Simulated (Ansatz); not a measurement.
# Co: the cost of one run

Method: DFT PBE, PAW, plane waves, scalar-relativistic, in Ansatz 0.2.0.

This is Co in the fcc structure; at room conditions it is hcp.

**1. The starting structure**

It takes space group Fm-3m (No. 225, cubic). The conventional cell has a = 3.548 Å, b = 3.548 Å, c = 3.548 Å, α = 90.00°, β = 90.00°, γ = 90.00°. Co (site symmetry m-3m) has 12 Co at 2.51 Å as nearest neighbours.

As a file:

```
Co
1.0
     0.00000    1.77400    1.77400
     1.77400    0.00000    1.77400
     3.54800    3.54800    0.00000
Co
2
Direct
  0.00000 0.00000 0.00000
  0.00000 0.00000 0.50000
```

In tables a label like Co2 counts atoms in the order of input.yaml; a structure file may count by element.

The first starts: parallel moments, plain SCF; opposed moments +-, plain SCF; no spin polarisation; spin on, no moments given (the program may seed its own), plain SCF. What is tried next depends on their ends.

A plain SCF has the search for lower states switched off and ends at the first converged state. 

Site moments are integrals over atomic spheres and don't add up to the total.

**2. Parallel moments, plain SCF**

The input, input.yaml:

```yaml
crystal:
  lattice:
    - [0.0, 1.774, 1.774]
    - [1.774, 0.0, 1.774]
    - [3.548, 3.548, 0.0]
  atoms:
    - { symbol: Co, position: [0.0, 0.0, 0.0], spin: 3.0 }
    - { symbol: Co, position: [0.0, 0.0, 0.5], spin: 3.0 }
magnetization:
  spin_polarized: true
hamiltonian:
  xc: pbe
  pseudopotentials: { kind: paw }
basis:
  ecutwfc: 420
kpoints:
  mp_grid: { grid: [13, 13, 7] }
scf:
  occupations: { method: fermi_dirac, width: 0.1 }
  lower_state_search: "off"
output:
  forces: true
  stress: true
```

Q: Estimate wall time and peak memory on 2 threads of an Arm CPU, shared host.

About 13 s, with a peak of 0.49 GiB.
